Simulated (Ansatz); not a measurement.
Turn this script for Ansatz 0.2.0, Python API into the input file that the command-line program reads.

`scf_zns.py`
```python
# -*- coding: utf-8 -*-
import warnings

import ansatz as az
import numpy as np
from pymatgen.core import Structure

warnings.simplefilter("ignore", az.DeckWarning)

lattice = az.Lattice.of(
    [3.93121, 0.01357, 0.02172],
    [-1.95385, 3.25553, -0.02854],
    [0.03553, -0.0334, 6.26631],
)
sites = [
    ("Zn", [0.33696, 0.67177, 0.99814]),
    ("Zn", [0.69463, 0.36219, 0.495]),
    ("S", [0.3504, 0.69556, 0.38542]),
    ("S", [0.67883, 0.33772, 0.88041]),
]
crystal = az.Crystal(lattice=lattice)
for symbol, position in sites:
    crystal = crystal.atom(symbol, position)

model = (
    crystal.calculation()
    .functional("lda")
    .basis(20 * az.Ha, density_ratio=4)
    .accuracy("low")
    .kpoints(length=10)
    .occupations("fixed")
    .initial_density(normalization="atom")
    .scf(tolerance=1e-08, extra_bands=8)
    .forces()
    .band_table()
    .density_of_states(energy_step=0.05, projected=True)
)
done = model.run()
report = done.report

n_atoms = len(report["lattice"]["sites"])
print("F =", round(report["free_energy_ev"], 4), "eV for", n_atoms, "atoms")
print("E(sigma -> 0) =", round(report["energy_sigma0_ev"], 4), "eV, TS =", round(report["entropy_ts_ev"], 5), "eV")
print("closed by", report["closed_by"], "after", report["n_iterations"], "iterations")

if done.unlabelled_reasons:
    print("not a label:", done.unlabelled_reasons)
else:
    print(done.training_frame().splitlines()[0], "atoms in the frame")

edges = report.get("band_edges_ev")
if edges:
    print(f"band edges on the mesh: {edges[0]:.3f} and {edges[1]:.3f} eV, gap {edges[1] - edges[0]:.3f} eV")
else:
    print("no band edges reported (a metal, or a gap too narrow for this smearing); Fermi level", round(report["fermi_energy_ev"], 3), "eV")

final = Structure(done.lattice.cell_ang, [s.symbol for s in done.lattice.sites], [s.position_frac for s in done.lattice.sites])
print(final.to(fmt="poscar"))

dos = done.density_of_states()
energy = np.asarray(dos.energies_ev) - dos.fermi_ev
projected = done.projected_density_of_states()
step = energy[1] - energy[0]
for index, site in enumerate(projected.sites):
    for shell in site.shells:
        curve = sum(np.sum(part.g_bin_mean_per_ev, axis=0) for part in shell.curves)
        print(f"site {index} {site.species:2s} {shell.label:3s} filled {curve[energy <= 0].sum() * step:7.3f}  at E_F {np.interp(0, energy, curve):7.3f} /eV")
```

Output of `python scf_zns.py`:
```text
F = -8234.4477 eV for 4 atoms
E(sigma -> 0) = -8234.4477 eV, TS = 0.0 eV
closed by deck_thresholds after 11 iterations
4 atoms in the frame
band edges on the mesh: 5.392 and 7.152 eV, gap 1.760 eV
Zn2 S2
1.0
   3.9312100000000001    0.0135700000000000    0.0217200000000000
  -1.9538500000000001    3.2555299999999998   -0.0285400000000000
   0.0355300000000000   -0.0334000000000000    6.2663099999999998
Zn S
2 2
direct
   0.3369600000000000    0.6717700000000000    0.9981400000000000 Zn
   0.6946300000000000    0.3621900000000000    0.4950000000000000 Zn
   0.3504000000000000    0.6955600000000000    0.3854200000000000 S
   0.6788300000000000    0.3377200000000000    0.8804100000000000 S

site 0 Zn 4S  filled   0.763  at E_F   0.000 /eV
site 0 Zn 3D  filled   9.977  at E_F   0.000 /eV
site 1 Zn 4S  filled   0.756  at E_F   0.000 /eV
site 1 Zn 3D  filled   9.976  at E_F   0.000 /eV
site 2 S  3S  filled   1.847  at E_F   0.000 /eV
site 2 S  3P  filled   5.215  at E_F   0.000 /eV
site 3 S  3S  filled   1.851  at E_F   0.000 /eV
site 3 S  3P  filled   5.214  at E_F   0.000 /eV
```

`input.yaml`:
```yaml
crystal:
  lattice:
    - [3.93121, 0.01357, 0.02172]
    - [-1.95385, 3.25553, -0.02854]
    - [0.03553, -0.0334, 6.26631]
  atoms:
    - { symbol: Zn, position: [0.33696, 0.67177, 0.99814] }
    - { symbol: Zn, position: [0.69463, 0.36219, 0.495] }
    - { symbol: S, position: [0.3504, 0.69556, 0.38542] }
    - { symbol: S, position: [0.67883, 0.33772, 0.88041] }
accuracy: low
basis:
  ecutwfc: 544.2277249198
  ecutrho_ratio: 4
kpoints:
  mp_grid: { grid: [3, 3, 2] }
hamiltonian:
  xc: lda
scf:
  n_extra_bands: 8
  convergence: { dr2_threshold: 1.0e-08 }
  occupations: { method: fixed }
  initial_density: { normalization: atom }
output:
  dos: { de: 0.05, projected: true }
  forces: true
  eigenvalues: true
```

Launched from the shell:
```console
$ ansatz run input.yaml --threads 1 --pin off --max-ram 3072MiB --backend cpu --events-out ev --progress --plain --runs-dir out
scf.n_extra_bands = 8 over 18 filled bands (N_el = 36.0): the run solves 26 bands
Engine: ansatz 0.2.0, aarch64-unknown-linux-gnu
Pseudopotentials: kind: paw
Pseudopotential: Zn, paw, valence charge 12, recommended cutoff 420 eV (normal), Zn.paw.azcp
Pseudopotential: S, paw, valence charge 6, recommended cutoff 420 eV (normal), S.paw.azcp
Functional definition: SPW92
  exchange = slater_x
  correlation = pw_c
Crystal: 4 atoms, lattice volume = 80.359 Å³
Basis set: ecut = 544.2277249198 eV, 2307 PW (Γ)
Bands: 26, of which v1, the nominal top of the filled ones, is band 18 counted from 1 (17 counted from 0)
Symmetry: 1 space group operations
Space group: P1 (ITA 1), of the structure as read, at distance tolerance 4.3e-5 Å
k-points: 10 of 18 (time reversal used)
Non-local potential: Zn, projectors of the file, l = 0: 2, l = 1: 2, l = 2: 3, l = 3: 1
Non-local potential: S, projectors of the file, l = 0: 2, l = 1: 2, l = 2: 2
PAW form: soft (Blöchl's): semilocal exchange-correlation on the pseudo side does not see the compensation charge
PAW frozen core: Zn, regenerated for the run's functional, and the local potential with it (the file was generated under x = pbe(κ = 0.804, μ = 0.2195149727645171), c = pbe(β = 0.06672455060314922))
PAW frozen core: S, regenerated for the run's functional, and the local potential with it (the file was generated under x = pbe(κ = 0.804, μ = 0.2195149727645171), c = pbe(β = 0.06672455060314922))
PAW one-centre angular grid: Zn, 590 points (default); XC on 64 Gauss nodes
PAW one-centre angular grid: S, 110 points (default); XC on 64 Gauss nodes
Initial density: superposition of atomic densities (neutral atoms: chi_scale 0, normalization atom)
Initial wavefunctions: pseudopotential atomic-orbital guess
Functional: x = slater, c = lda
SCF iter   1: F=—  HF=-8235.339517 eV  |F-HF|=—  |Δ(HF+E_count)|=         —  Δρ=4.48e-2  dr2=2.58e0  ethr=3.10e-3  ⟨swp⟩=4.9  Hψ=1068  notcnv=0  defer=59
preconditioner: auto → Resta (q_TF=auto, 2.387 Å⁻¹)  ε∞=5.7  [insulator: Δε(μ)=2.144 eV  Ē_g=11.504 eV  n_scr=22 (ndim 8)  ℏωp=24.9 eV  f_vac=0.010  ε∞_Penn≈5.7]
SCF iter   2: F=—  HF=-8234.602809 eV  |F-HF|=—  |Δ(HF+E_count)|=   7.37e-1  Δρ=2.36e-2  dr2=3.70e-1  ethr=3.10e-3  ⟨swp⟩=2.1  Hψ=535  notcnv=0  defer=50
SCF iter   3: F=—  HF=-8234.492566 eV  |F-HF|=—  |Δ(HF+E_count)|=   1.10e-1  Δρ=1.22e-2  dr2=1.15e-1  ethr=1.03e-3  ⟨swp⟩=2.0  Hψ=520  notcnv=0  defer=60
SCF iter   4: F=—  HF=-8234.447397 eV  |F-HF|=—  |Δ(HF+E_count)|=   4.52e-2  Δρ=4.78e-3  dr2=1.09e-2  ethr=3.19e-4  ⟨swp⟩=2.0  Hψ=413  notcnv=0  defer=60
SCF iter   5: F=—  HF=-8234.447749 eV  |F-HF|=—  |Δ(HF+E_count)|=   3.53e-4  Δρ=8.48e-4  dr2=6.41e-4  ethr=3.02e-5  ⟨swp⟩=3.0  Hψ=540  notcnv=0  defer=60
SCF iter   6: F=—  HF=-8234.447740 eV  |F-HF|=—  |Δ(HF+E_count)|=   9.53e-6  Δρ=3.87e-4  dr2=7.24e-5  ethr=1.78e-6  ⟨swp⟩=2.0  Hψ=401  notcnv=0  defer=60
SCF iter   7: F=—  HF=-8234.447742 eV  |F-HF|=—  |Δ(HF+E_count)|=   2.16e-6  Δρ=2.77e-4  dr2=3.88e-5  ethr=2.01e-7  ⟨swp⟩=2.0  Hψ=405  notcnv=0  defer=48
SCF iter   8: F=—  HF=-8234.447729 eV  |F-HF|=—  |Δ(HF+E_count)|=   1.29e-5  Δρ=8.26e-5  dr2=5.38e-6  ethr=1.08e-7  ⟨swp⟩=2.0  Hψ=333  notcnv=0  defer=27
SCF iter   9: F=—  HF=-8234.447730 eV  |F-HF|=—  |Δ(HF+E_count)|=   6.01e-7  Δρ=2.45e-5  dr2=5.24e-7  ethr=1.49e-8  ⟨swp⟩=2.1  Hψ=361  notcnv=0  defer=27
SCF iter  10: F=—  HF=-8234.447730 eV  |F-HF|=—  |Δ(HF+E_count)|=   1.07e-8  Δρ=4.22e-6  dr2=1.79e-8  ethr=1.46e-9  ⟨swp⟩=2.0  Hψ=387  notcnv=0  defer=27
SCF iter  11: F=-8234.447730 eV  HF=-8234.447730 eV  |F-HF|=2.33e-10  |Δ(HF+E_count)|=   1.22e-9  Δρ=8.86e-7  dr2=6.82e-10  ethr=2.78e-11  ⟨swp⟩=9.7  Hψ=1382  notcnv=0
SCF 1 converged in 11 iterations: F = -8234.447730 eV  dr2 = 6.82e-10
  greatest PAW one-centre occupation: 0.984 electrons in one spin orbital (limit 2), on the Zn atom at site 1 (counted from 0), in its partial waves of l = 2
SCF converged after 11 iterations
Free energy (F): -8234.447730 eV
Harris-Foulkes:  -8234.447730 eV  (|F-HF|=2.33e-10)
Internal energy: -8234.447730 eV  (E = F + TS)
E sigma→0 (E₀):  -8234.447730 eV
Fermi energy:    5.392471 eV
--- Per-component energies (eV) ---
  E_band       = -9.119772
  E_kinetic    = 477.359074
  E_local      = -4125.113245  (includes V_loc(G=0)·N_el)
  E_nonlocal   = 1293.649272
  E_hartree    = 1718.325744
  E_xc         = -462.754270
  E_vxc        = -281.584024  (∫ρ·V_xc dr)
  E_paw        = -4651.848891  (= ΣΔE_a)
  E_vpaw       = -810.081712  (= ΣTr[D̂ρ^β])
  E_aug_tail   = 0.000103  (compensation charges beyond the density's cutoff)
  E_ewald      = -2487.486194
  E_core_change = 3.420678  (= ΣΔE_core)
  E_smearing   = -0.000000  (= −TS)
  E_closure    = -0.000000  (closes the sum)
  Σ components = -8234.447730   (vs F -8234.447730, Δ=0.00e0)
--- Forces (eV/Å), atoms counted from 1 ---
  atom   1  Zn     0.10730216    -0.12158007     0.28325245
  atom   2  Zn    -0.20318177     0.19395722     0.42127931
  atom   3  S      0.20282674    -0.34529733    -0.50594295
  atom   4  S     -0.10694708     0.27292015    -0.19858354
  max |Σ_I F_I| component: 5.27e-6 eV/Å
--- Band table (eV; the first three rows and the last of 10) ---
  k-point 0: bands = ["-7.6984", "-6.7762", "-1.2040", "-1.1599", "-1.1094", "-1.0751", "-1.0459", "-0.7407", "-0.7354", "-0.6465", "-0.6375", "-0.4761", "0.2177", "4.3543", "4.5689", "5.2027", "5.3207", "5.3925", "7.1522", "7.9662", "11.2740", "11.5584", "11.7315", "12.4155", "13.0870", "14.1918"]
  k-point 1: bands = ["-7.3289", "-7.2224", "-1.2005", "-1.1581", "-1.1054", "-1.0924", "-1.0534", "-1.0215", "-0.7116", "-0.7068", "-0.6587", "-0.6549", "2.5259", "2.5558", "4.7177", "4.8062", "4.9290", "4.9837", "8.3950", "8.4939", "11.5456", "11.6612", "11.7531", "11.9519", "12.1233", "12.1706"]
  k-point 2: bands = ["-7.0366", "-6.4763", "-1.1534", "-1.0482", "-0.9928", "-0.9551", "-0.9023", "-0.7866", "-0.7275", "-0.7135", "-0.6199", "-0.3440", "0.7710", "1.8349", "2.3097", "3.2192", "4.3645", "4.4379", "8.6206", "9.1276", "11.0310", "11.8112", "12.1621", "13.3885", "13.6649", "14.8982"]
  k-point 9: bands = ["-6.8629", "-6.7536", "-1.1612", "-1.1123", "-1.0699", "-0.9805", "-0.9127", "-0.8779", "-0.6980", "-0.6447", "-0.6332", "-0.6190", "1.2584", "1.3275", "3.6146", "3.7387", "3.9270", "4.0504", "9.0488", "9.1237", "10.5406", "10.6443", "13.1875", "13.3348", "13.9176", "13.9904"]
```

Caveats:
- These settings explore the input space; cutoff and mesh may be short of convergence.
- Along an axis with an odd division the mesh misses the point at one half; a gap read on a finite mesh is an upper bound on this functional's gap.
- Semilocal gaps usually lie well under measured ones.
- The Fermi level of a run with fixed occupations marks the highest occupied state on its mesh, not mid-gap.
- The k-point mesh is coarse, and energy and stress weren't tested for convergence.
- Projections exist only for the shells that the potentials hold, some of them semicore, and samples at single energies can miss narrow peaks.
- The crystal has a gap of about 1.76 eV on the mesh; bins of finite width blur the band edges.
- The cell is a database structure, distorted on purpose.
- Gaps and levels are Kohn-Sham values on a finite set of k-points.
- The computed bands are complete only to about 6.8 eV above the Fermi level; beyond that the density of states is undercounted.
- The whole script took 5.6 s on 1 thread of Arm Neoverse V1, on a shared host, peak memory 0.36 GiB.

(Lines on the test bed's own set-up are left out of the output.)
